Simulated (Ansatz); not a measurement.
GaAs and its competing phases

These are results of DFT PBE, scalar-relativistic, plane waves, PAW in Ansatz, not measurements. Settings: cutoff 420 eV, Γ-centred meshes spaced at most about 0.3 Å⁻¹, and about 0.25 Å⁻¹ or finer for metals (2π included), Gaussian smearing. No spin polarisation.

Formation energies are uncorrected and refer to the elements' standard structures at the same level.

All energies are static (0 K, no zero-point motion). The reference form of As is held partly by dispersion forces, which this level lacks.

The competitors are the elements and 1 reference phase of this chemical system (from databases or known types: GaAs), relaxed at the same level; other known phases may be missing.

The candidate was reached from: 4-connected net, two elements alternating.

Space group Pm-3n (No. 223). a = 7.085 Å, b = 7.085 Å, c = 7.085 Å, α = 90.00°, β = 90.00°, γ = 90.00°
| atom | site | symmetry | x | y | z |
| --- | --- | --- | --- | --- | --- |
| Ga | 6d | -4m.2 | 0.5000 | 0.0000 | 0.7500 |
| As | 6c | -4m.2 | 0.0000 | 0.5000 | 0.7500 |

Question: Is it stable, and against what?

Answer: Not the lowest form: another structure of the same formula lies lower. Its formation energy is -0.198 eV/atom. The lowest competing phase at this composition is this:

```
phase      space group  source  share of atoms  ΔE_f (eV/atom)
 GaAs  F-43m (No. 216)     COD          1.0000          -0.352
```

The candidate lies 154 meV/atom above this phase. The candidate matches no cell in the subsets of the Crystallography Open Database and the Materials Project at hand. It is metastable at best. Whether it is a true minimum wasn't tested by phonons.
